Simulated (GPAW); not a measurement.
A run of GPAW 26.7.0:

Contents of run.py:

```python
from ase.filters import FrechetCellFilter
from ase.io import read, write
from ase.optimize import LBFGS
from gpaw import GPAW, PW, setup_paths

setup_paths.insert(0, '.')

atoms = read('SnSe2.xyz')

calc = GPAW(mode=PW(600),
            xc='BLYP',
            kpts={'size': (6, 6, 3), 'gamma': True},
            occupations={'name': 'fermi-dirac', 'width': 0.05},
            nbands=24,
            convergence={'density': 1e-06, 'energy': 1e-06, 'eigenstates': 1e-10},
            eigensolver='davidson',
            maxiter=150,
            txt='gpaw.txt')
atoms.calc = calc
opt = LBFGS(FrechetCellFilter(atoms), trajectory='relax.traj', logfile='-')
done = opt.run(fmax=0.02, steps=40)
calc.write('gs.gpw')
write('result.traj', atoms)
print('Converged:', done)
print('Cell:', atoms.cell.cellpar().round(4))
print('Volume:', round(atoms.get_volume(), 4))
print(atoms.get_scaled_positions().round(5))
```

File SnSe2.xyz:

```xyz
3
Lattice="3.8110000000 0.0000000000 0.0000000000 -1.9055000000 3.3004228138 0.0000000000 0.0000000000 0.0000000000 6.1360000000" Properties=species:S:1:pos:R:3 pbc="T T T"
Sn     0.0000000000      0.0000000000      0.0000000000
Se     1.9055000002      1.1001409378      4.6081360000
Se    -0.0000000002      2.2002818760      1.5278640000
```

Potentials or basis: PAW data sets generated in the run's folder for this functional, pw.

The run is started by

```bash
$ gpaw-setup -f BLYP Se Sn
$ OMP_NUM_THREADS=1 python run.py
```

Hardware: 1 thread of Arm Neoverse V1, with other jobs on the host.

Question: Estimate the wall time of this run.

Answer: Wall time 10 min on 1 thread of Arm Neoverse V1, with other jobs on the host, peak memory 0.36 GiB. Counts: scf iterations 284, plane waves 2593, bands 24, k points 17, ion steps 21.
